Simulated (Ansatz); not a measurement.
Results of r²SCAN (PAW; Ansatz, a quantum-chemistry and plane-wave program) for zinc-blende AlSb.

Numerical settings: plane-wave cutoff 560 eV, 10×10×10 k mesh, Fermi–Dirac smearing 0.01 eV, scalar-relativistic PAW data made under PBE.

Energies at three volumes about the minimum:

```csv
V (Å³/atom),E − E_lowest (meV/atom)
28.875,2.13
29.464,0.00
30.053,1.97
```

**Question.** Fit a parabola by hand: where is the minimum, what lattice constant follows, and what is the bulk modulus?

**Answer.** Slopes: (0.00 − 2.13)/(29.464 − 28.875) = -3.616 and (1.97 − 0.00)/(30.053 − 29.464) = 3.345 meV/Å³. Curvature E″ = 2 × (3.345 − (-3.616))/(30.053 − 28.875) = 11.818 meV/Å⁶. From the middle of the first interval, the slope vanishes at V0 = 29.1695 − (-3.616)/11.818 = 29.475 Å³/atom. B = V0 E″ = 29.475 × 11.818 meV/Å³ × 0.1602 GPa per meV/Å³ = 55.8 GPa. With 8 atoms in the cube, a = (8 × 29.475)^(1/3) = 6.178 Å. The full Birch–Murnaghan fit to all volumes gives V0 = 29.465 Å³/atom and B0 = 55.7 GPa.

Measured, for comparison: bulk modulus 58.2 GPa (temperature not stated, not corrected to a static lattice; as tabulated in Toher et al. (2017), arXiv:1611.05714); lattice constant a 6.128 Å (low temperature, thermal expansion removed or low-temperature value; zero-point expansion not removed; as tabulated in Zhang et al. (2018), doi:10.1088/1367-2630/aac7f0). Computed less measured: bulk modulus -4.3 %.
